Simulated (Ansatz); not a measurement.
# Bare MgSe nanowire along [001] (64 atoms): repeated cells from small to large, part 2 of 2

Wanted: cost and convergence against size for bare MgSe nanowire along [001] (64 atoms).

Ansatz 0.2.0; Kohn-Sham DFT, PBE, PAW (set soft_2, large core), plane waves.

The cell: 32 Mg and 32 Se. Beside vacuum, support functions can miss their usual error bounds without a warning.

So far. Step 4 (Support functions, 64 atoms): The energy lies 1.93 meV/atom below the dense-mesh reference, and 0.65 meV/atom below plane waves of the same size, an offset between the two bases that leaves the sampling error alike. Step 5 (Plane waves, 128 atoms): The energy lies 0 meV/atom below the dense-mesh reference.

The database entry behind the starting cell differs from later determinations by our own check (0.1 to 0.3 % short, probably kX units), so it need not match the best structure at ambient conditions.

## 6. Support functions, 128 atoms

The repeated cell is solved at Γ in support functions.

This step: Kohn-Sham DFT, PBE, PAW (set soft_2, large core), localised support functions (medium) (Ansatz 0.2.0).

input.yaml

```yaml
crystal:
  lattice:
    - [18.1765, 0.0, 0.0]
    - [0.0, 18.1765, 0.0]
    - [0.0, 0.0, 10.902]
  atoms:
    [... the 64 atom lines of step 2 ...]
  supercell: [1, 1, 2]
kpoints:
  mp_grid: { grid: [1, 1, 1] }
hamiltonian:
  xc: pbe
  pseudopotentials: { kind: paw, core: large }
scf:
  occupations: { method: fermi_dirac, width: 0.05 }
  eigensolver: { kind: { support_functions: { accuracy: medium } } }
  mixing: { beta: 0.2 }
  max_iter: 150
output:
  forces: true
  eigenvalues: true
```

The run is started by

```console
ansatz run input.yaml --threads 8 --pin off --max-ram 15872MiB --backend cpu --events-out ev --progress --plain --runs-dir out
```

Numbers of over 12 decimals in the logs are rounded to 6 here.

Log:

```text
Warning: scf.eigensolver.kind.support_functions: disabling space-group detection — the functions' gradient is summed over unrotated k-points, so no spatial operation reduces the k-mesh or symmetrises the density; time reversal is kept, so that k and −k are solved as one point where they differ and the mesh holds both, and exact exchange and, on two spinor components, a DFT+U term hold to it where the run has them: [...]
settings of this run that can trade accuracy for cost: scf.eigensolver.kind.support_functions [...]
[...]
Crystal: 128 atoms, lattice volume = 7203.718 Å³
Basis set: ecut = 420 eV, 140917 PW (Γ), exchange–correlation on 250×250×300 points (8 copies of the dense FFT grid, shifted against one another)
Bands: 615, of which v1, the nominal top of the filled ones, is band 512 counted from 1 (511 counted from 0)
Symmetry: 1 space group operations
k-points: 1
[...]
SCF iter   1: F=—  HF=-288267.414949 eV  |F-HF|=—  |Δ(HF+E_count)|=         —  Δρ=2.82e-2  dr2=1.35e2  ethr=1.00e-1
[...]
SCF iter  13: F=—  HF=-288262.062335 eV  |F-HF|=—  |Δ(HF+E_count)|=   8.77e-4  Δρ=2.28e-5  dr2=5.26e-5  ethr=8.57e-9  κ⁻¹=5.8e-7(r=7)
SCF iter  14: F=-288262.062994 eV  HF=-288262.062994 eV  |F-HF|=8.76e-8  |Δ(HF+E_count)|=   6.59e-4  Δρ=5.27e-6  dr2=2.52e-6  ethr=5.13e-9
SCF 1 converged in 14 iterations: F = -288262.072182 eV  dr2 = 2.52e-6
[...]
SCF converged after 14 iterations
Stability not checked: this state was not tested for a lower state beside it, because the mixer in use, unlike msr1, does not test its closes by its own steps (another_mixer; see scf.mixing.algorithm and scf.lower_state_search)
Free energy (F): -288262.072182 eV
[...]
Internal energy: -288262.072182 eV  (E = F + TS)
E sigma→0 (E₀):  -288262.072182 eV
Entropy (-TS):   -0.000000 eV (-0.000 meV/atom)
Fermi energy:    0.063756 eV
[...]
Σ components = -288262.072182   (vs F -288262.072182, Δ=0.00e0)
--- Forces (eV/Å), atoms counted from 1 ---
  atom   1  Mg     0.65409713     0.71071645    -0.03735742
  atom   2  Se    -0.21459099    -0.28712751    -0.17052613
  atom   3  Mg     0.62457802     0.70037553     0.08071309
  atom   4  Se    -0.37983583    -0.23568937     0.06547827
  atom   5  Se    -0.57677013    -0.10532978     0.03955893
  atom   6  Mg     0.51612693     0.14048674    -0.09182973
  [... forces on the other 122 atoms ...]
  max |Σ_I F_I| component: 3.67e-3 eV/Å
--- Band table (eV) ---
[... left out ...]
[...]
```

Wall time 2.5 min (8 threads of Arm Neoverse V2, shared host); peak memory 8 GiB; 20 min of CPU time.

The program repeats the typed cell 1×1×2 times, 128 atoms in all; totals in the log are those of the whole repeated cell, and force differences are taken after averaging over the copies of each atom.

The program notes that the correction for the support functions is uncertain.

The energy lies 0.648 meV/atom below the dense-mesh reference, and 0.65 meV/atom below plane waves of the same size, an offset between the two bases that leaves the sampling error alike.

## 7. Scaling with size

Differences are against the typed cell on a 1×1×2 mesh, which samples like Γ on 128 atoms (r.m.s. force component 0.342 eV/Å, gap 1.70 eV). Every repeated cell is solved at Γ, and forces are averaged over the copies of each atom. Hardware: 8 threads of Arm Neoverse V2, shared host.

| atoms | repeats | basis | Δ force, r.m.s. (meV/Å) | Δ energy (meV/atom) | less plane waves of the same size (meV/atom) | gap (eV) | spread among copies (meV/Å) | SCF cycles | time | host memory (GiB) |
| --- | --- | --- | --- | --- | --- | --- | --- | --- | --- | --- |
| 64 | 1×1×1 | plane waves | 10.5 | -1.28 | - | 1.76 | - | 11 | 17 s | 3.4 |
| 64 | 1×1×1 | support functions | 10.3 | -1.93 | -0.65 | 1.76 | - | 13 | 63 s | 4.8 |
| 128 | 1×1×2 | plane waves | 0.005 | 0 | - | 1.70 | 0 | 11 | 83 s | 9.4 |
| 128 | 1×1×2 | support functions | 0.412 | -0.648 | -0.65 | 1.70 | 0.022 | 14 | 2.5 min | 8.0 |

## 8. The reference in detail

The comparisons rest on this run, so its electronic structure is set out here.

Neighbours are counted within 3.18 Å (Mg-Se).

Length of the force by element and coordination:

| element | coordination | atoms | mean length of the force (eV/Å) | spread | least | most |
| --- | --- | --- | --- | --- | --- | --- |
| Mg | all | 32 | 0.574 | 0.285 | 0.0816 | 1.05 |
| Mg | 4 | 8 | 0.955 | 0.0558 | 0.876 | 1.05 |
| Mg | 5 | 16 | 0.583 | 0.086 | 0.408 | 0.703 |
| Mg | 6 | 8 | 0.174 | 0.0492 | 0.0816 | 0.241 |
| Se | all | 32 | 0.509 | 0.186 | 0.0846 | 0.816 |
| Se | 4 | 8 | 0.464 | 0.0626 | 0.353 | 0.557 |
| Se | 5 | 16 | 0.659 | 0.0798 | 0.519 | 0.816 |
| Se | 6 | 8 | 0.254 | 0.098 | 0.0846 | 0.411 |

Löwdin charges by element and coordination (they lack the spilled electrons, 0.077 e an atom on average):

| element | coordination | atoms | mean charge (e) | spread | least | most |
| --- | --- | --- | --- | --- | --- | --- |
| Mg | all | 32 | 1.42 | 0.0126 | 1.40 | 1.43 |
| Mg | 4 | 8 | 1.40 | 0.0025 | 1.40 | 1.41 |
| Mg | 5 | 16 | 1.43 | 0.0017 | 1.43 | 1.43 |
| Mg | 6 | 8 | 1.43 | 0.0022 | 1.43 | 1.43 |
| Se | all | 32 | -1.27 | 0.0288 | -1.30 | -1.22 |
| Se | 4 | 8 | -1.22 | 0.0022 | -1.22 | -1.22 |
| Se | 5 | 16 | -1.28 | 0.0024 | -1.28 | -1.27 |
| Se | 6 | 8 | -1.30 | 0.002 | -1.30 | -1.29 |

States in the cell by windows of 1 eV, zero at the Fermi level; the larger projections on atomic orbitals stand beside the total:

| from (eV) | to (eV) | total | Se p | Mg s | Se s |
| --- | --- | --- | --- | --- | --- |
| -18 | -14 | 0.0 | 0.0 | 0.0 | 0.0 |
| -14 | -13 | 1.9 | 0.0 | 0.6 | 1.2 |
| -13 | -12 | 47.0 | 0.4 | 4.7 | 41.8 |
| -12 | -11 | 15.1 | 0.1 | 0.3 | 14.7 |
| -11 | -6 | 0.0 | 0.0 | 0.0 | 0.0 |
| -6 | -5 | 1.0 | 0.7 | 0.2 | 0.0 |
| -5 | -4 | 37.4 | 30.0 | 6.1 | 0.9 |
| -4 | -3 | 31.7 | 26.4 | 3.8 | 0.9 |
| -3 | -2 | 47.7 | 43.7 | 1.9 | 0.5 |
| -2 | -1 | 64.5 | 61.5 | 0.9 | 0.2 |
| -1 | 0 | 9.7 | 9.4 | 0.1 | 0.0 |
| 0 | 1 | 1.0 | 0.0 | 0.7 | 0.2 |
| 1 | 2 | 12.6 | 2.2 | 7.8 | 0.6 |
| 2 | 3 | 27.3 | 3.9 | 12.6 | 0.9 |
| 3 | 4 | 34.5 | 2.2 | 6.9 | 0.5 |

The stored curve holds about 256 of the 512 electrons; the rest, give or take the few that broadening carries across the Fermi level, lie in deeper levels below its range.

The levels nearest the highest filled one (over half full), pooled over k-points and spins:

| level less the highest filled one (eV) | occupation |
| --- | --- |
| -0.0851 | 2 |
| -0.0447 | 2 |
| -0.0442 | 2 |
| -0.0284 | 2 |
| -0.0182 | 2 |
| 0 | 2 |
| 1.70 | 0 |
| 2.04 | 0 |
| 2.12 | 0 |
| 2.14 | 0 |
| 2.39 | 0 |
| 2.40 | 0 |

Forces differ by site in this geometry: Mg atoms with 4 neighbours bear 0.95 eV/Å on average, against 0.58 eV/Å for those with 5. Mean Löwdin charges: Mg +1.42, Se -1.27 e (they miss 0.96 % of the electrons, so they add up to more than the cell's charge). The largest share in the top eV of filled states is Se p (98 % of the projected weight), and in the lowest eV of empty states Mg s (73 % of the projected weight).

## 9. Summary of results

- free energy per atom: -2252.0468 eV/atom
- r.m.s. force component: 0.3425 eV/Å
- gap (highest filled to lowest empty level): 1.703 eV
- wall time of the 5 DFT runs: 6.1 min

What this shows: Repeating the cell at Γ samples more k-points: in plane waves the energy difference from the dense mesh goes from -1.28 meV/atom at 64 atoms to 0 at 128, and the force difference from 10 to 0.005 meV/Å; the gap goes from 1.76 to 1.70 eV. At equal size the support functions lie 0.65 meV/atom below plane waves, likely because their grid holds more waves than 420 eV; no run tests this. At the largest size the support functions' forces differ from the reference by 0.12 % of the r.m.s. force, where they sample the same k-points.

The highest filled and lowest empty levels differ by 1.70 eV (on the run's k-points); a semilocal functional tends to put such gaps too low. Forces differ by site in this geometry: Mg atoms with 4 neighbours bear 0.95 eV/Å on average, against 0.58 eV/Å for those with 5.

**Limits.** The geometry was built by rule, was displaced at random and isn't relaxed at this level: its force components are 0.34 eV/Å r.m.s.

[Logs are printed without paths, hosts, clocks, repeated set-up lines and the standing remarks that a program may print on its own settings, such as how far it seeks lower states.]

[Hosts, paths, dates, database ids (printed as entryN), source tags and the programs' standing remarks are cut or masked in the printed files.]
